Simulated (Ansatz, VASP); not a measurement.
**GaN: VASP beside Ansatz**

```xyz
4
Lattice="3.3142 0.0000 0.0000 -1.6571 2.8702 0.0000 0.0000 0.0000 5.3065" Properties=species:S:1:pos:R:3 pbc="T T T"
Ga    0.0000    1.9134   -0.0616
Ga    1.6571    0.9567    2.5916
N     0.0000    1.9134    2.0516
N     1.6571    0.9567    4.7048
```

Alike in both runs: task single point; functional PBE; k mesh 12 × 12 × 6; occupations gaussian, width 0.02 eV; no spin polarisation.

```csv
,VASP,Ansatz
version,VASP 6.6.1,Ansatz 0.2.0
potentials or method,"VASP PAW PBE potentials, release 64 (Ga_d, N)","scalar-relativistic, plane waves, PAW"
plane-wave cutoff (eV),520,420
valence electrons in the cell,36,36
```

|  | VASP | Ansatz | Ansatz less VASP |
| --- | --- | --- | --- |
| gap on the k mesh at the Fermi level (eV) | 1.06 | 1.06 | +0.001 |
| least direct gap on the mesh (eV) | 1.06 | 1.06 | +0.001 |
| pressure (GPa) | -9.8 | -10.1 | -0.25 |
| largest component of the traceless stress (GPa) | 0.28 | 0.23 | -0.047 |
| rms of the force components (eV/Å) | 0.395 | 0.398 | +0.0024 |

Atom by atom the forces differ by 0.002 eV/Å (rms over components). With one functional, cell and mesh, what is left measures potentials, basis and numerics.
